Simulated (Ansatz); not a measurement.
Is this BaTe structure a true minimum?

It was reached by relaxing an invented guess, and it needn't be the stable form of this composition.

These are results of Ansatz, DFT PBE, scalar-relativistic, plane waves, PAW, not measurements. Cutoff 420 eV; k points 6×6×4 on the computed 4-atom cell (Γ-centred); Gaussian smearing, width 0.02 eV; no spin polarisation.

The cell below (4 atoms, space group P6_3/mmc (No. 194)) is relaxed within its symmetry.

```xyz
4
Lattice="4.8978 0.0000 0.0000 -2.4489 4.2417 0.0000 0.0000 0.0000 8.5899" Properties=species:S:1:pos:R:3 pbc="T T T"
Ba    0.0000    0.0000    0.0000
Ba    0.0000    0.0000    4.2950
Te    0.0000    2.8278    6.4424
Te    2.4489    1.4139    2.1475
```

For the test a repeat of it with 8 atoms (edges 4.90, 8.48, 8.59 Å) was strained at random (σ = 1.5 % a component), the atoms were moved at random (σ = 0.10 Å), and all was relaxed again on a coarse 4×2×2 mesh (in the run’s order of axes) with 0.10 eV smearing, with no symmetry imposed.

Spin–orbit coupling, which can matter for Te, is left out.

Question: Does it come back?

Answer: It returns, within 1 meV/atom of the unmoved cell on that mesh and with the same symmetry when read at 0.1 Å. So it is stable against the distortions that fit this cell and that this random move excites. Modes that don't fit the cell aren't tested.
